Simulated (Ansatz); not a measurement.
**Zn in Ansatz: the effect of functional**

Crystal: Zn.

```
Zn
1.0
     2.70514    0.00000    0.00000
    -1.35257    2.34272    0.00000
     0.00000    0.00000    5.03135
Zn
2
Direct
  0.66667 0.33333 0.75000
  0.33333 0.66667 0.25000
```

The cell isn't the ideal one: volume scaled by 1.04.

Alike in all runs:

- Program: Ansatz 0.2.0
- Task: single point
- Potentials or basis: Ansatz PAW
- k mesh: 11 × 11 × 6
- Occupations: fermi-dirac, width 0.05 eV
- Spin: no spin polarisation

```tsv
functional	cutoff	pressure (GPa)
LDA	420 eV (not typed: the program's choice for these potentials)	?
PBEsol	420 eV (not typed: the program's choice for these potentials)	-7.8
r2SCAN	500 eV (not typed: the program's choice for these potentials)	-7.0
```

Question: What does the run with functional LDA give?

Answer: Pressure -10.9 GPa.

Caveats: the PAW data sets come from PBE, with cores solved anew for the run's functional, which leaves a small shift of forces and pressure.
